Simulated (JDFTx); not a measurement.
Runs of JDFTx 1.7.0 (patched build) on C. The structure is cubic, space group Fd-3m (No. 227). The conventional cell has a = 3.567 Å, b = 3.567 Å, c = 3.567 Å, α = 90.00°, β = 90.00°, γ = 90.00°. C (site symmetry -43m) is surrounded by 4 C at 1.54 Å. This isn't the form of C at room conditions, which is graphite.

| task | level | potentials or basis | cell | k mesh | cutoff (eV) | SCF threshold on the energy | further solve for the empty bands | mesh quality | gap on the mesh (eV) | pressure (GPa) | V0 of scaled cells (Å³/atom) | B0 (GPa) |
| --- | --- | --- | --- | --- | --- | --- | --- | --- | --- | --- | --- | --- |
| equation of state | r2SCAN | SG15-PBE-1.2 | as given | 13 × 13 × 13 | 1088 | 1e-09 Ha | - | not flagged | - | - | 5.64 | 443 |
| single point | HSE06 | PseudoDojo-SR-PBE-0.5-standard | as given | 5 × 5 × 5 | 1007 | 1e-07 Ha | yes | coarse | 5.32 | -5.0 | - | - |
| relaxation of cell and atoms | PBE+D3(BJ) | PseudoDojo-SR-PBE-0.5-standard | relaxed | 13 × 13 × 13 | 1116 | 1e-09 Ha | no | not flagged | (a) | 0.0 | - | - |
| equation of state | RPBE | PseudoDojo-SR-PBE-0.5-standard | as given | 13 × 13 × 13 | 1116 | 1e-09 Ha | - | not flagged | - | - | (b) | 425 |

Alike in all rows: no spin polarisation; smearing fermi-dirac 0.05 eV.

**Question.** Estimate the missing entries.

**Answer.** (a) 4.22; (b) 5.73.

Caveats: some runs use coarse meshes; the potentials were made for another functional, which shifts forces and pressure (some runs); an odd mesh through Γ misses points on the zone boundary, where band edges often lie (some runs); the cutoff is short for these files and lowers the pressure by up to 1 GPa (some runs); this program's HSE differs a little from the usual definition (some runs); the hybrid runs on potentials with a model core (some runs).
